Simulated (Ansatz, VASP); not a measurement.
AgCl: VASP beside Ansatz

INCAR

```
PREC = Accurate
ENCUT = 520
EDIFF = 1E-7
ISMEAR = 0
SIGMA = 0.05
LREAL = F
LASPH = T
NELM = 80
ALGO = Normal
ISIF = 2
LWAVE = F
LCHARG = T
GGA = PS
LELF = T
LVHAR = T
NBANDS = 26
```

The input KPOINTS:

```
Automatic mesh
0
Gamma
  10 10 6
```

File POSCAR:

```
AgCl
1.0
    3.3311591989      0.0000000000      0.0000000000
    0.0000000000      3.3311591989      0.0000000000
    0.0000000000      0.0000000000      6.6623183978
Ag Cl
2 2
Direct
    0.0000000000      0.0000000000      0.0000000000
    0.0000000000      0.0000000000      0.5000000000
    0.5000000000      0.5000000000      0.2500000000
    0.5000000000      0.5000000000      0.7500000000
```

Input for Ansatz:

```yaml
crystal:
  lattice:
    - [3.3311591989, 0.0, 0.0]
    - [0.0, 3.3311591989, 0.0]
    - [0.0, 0.0, 6.6623183978]
  atoms:
    - { symbol: Ag, position: [0.0, 0.0, 0.0] }
    - { symbol: Ag, position: [0.0, 0.0, 0.5] }
    - { symbol: Cl, position: [0.5, 0.5, 0.25] }
    - { symbol: Cl, position: [0.5, 0.5, 0.75] }
basis:
  ecutwfc: 420
kpoints:
  mp_grid: { grid: [10, 10, 6] }
hamiltonian:
  xc: pbesol
scf:
  occupations: { method: gaussian, width: 0.05 }
output:
  forces: true
  stress: true
  eigenvalues: true
```

Alike in both runs: task single point; functional PBEsol; k mesh 10 × 10 × 6; occupations gaussian, width 0.05 eV; no spin polarisation.

|  | VASP | Ansatz |
| --- | --- | --- |
| version | VASP 6.6.1 | Ansatz 0.2.0 |
| potentials or method | VASP PAW PBE potentials, release 64 (Ag, Cl) | scalar-relativistic, plane waves, PAW |
| plane-wave cutoff (eV) | 520 | 420 |
| valence electrons in the cell | 36 | 52 |

```tsv
	VASP	Ansatz	Ansatz less VASP
gap on the k mesh at the Fermi level (eV)	0.45	0.45	-0.001
least direct gap on the mesh (eV)	0.45	0.45	-0.001
pressure (GPa)	-0.1	0.0	+0.12
```

The two sets of potentials don't hold the same shells in valence.

Caveats: the PAW data sets were made with another functional, which shifts forces and pressure a little (VASP).
